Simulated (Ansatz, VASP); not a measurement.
Rb: VASP beside Ansatz

```
Rb
1.0
    -2.74988    2.80600    2.80600
     2.74988   -2.80600    2.80600
     2.74988    2.80600   -2.80600
Rb
1
Direct
  0.00000 0.00000 0.00000
```

Change from the starting cell: strain -0.0200 x Voigt [1, 0, 0, 0, 0, 0], atoms carried along.

Alike in both runs: task single point; functional PBE; k mesh 12 × 12 × 12; occupations gaussian, width 0.15 eV; no spin polarisation.

|  | VASP | Ansatz |
| --- | --- | --- |
| version | VASP 6.6.1 | Ansatz 0.2.0 |
| potentials or method | VASP PAW PBE potentials, release 64 (Rb_sv) | scalar-relativistic, plane waves, PAW |
| plane-wave cutoff (eV) | 520 | 420 |
| valence electrons in the cell | 9 | 9 |

```csv
,VASP,Ansatz,Ansatz less VASP
gap on the k mesh at the Fermi level (eV),none,none,-
pressure (GPa),0.2,0.2,0.00
```

A gap of «none» marks a metal or a gap that the smearing closes.
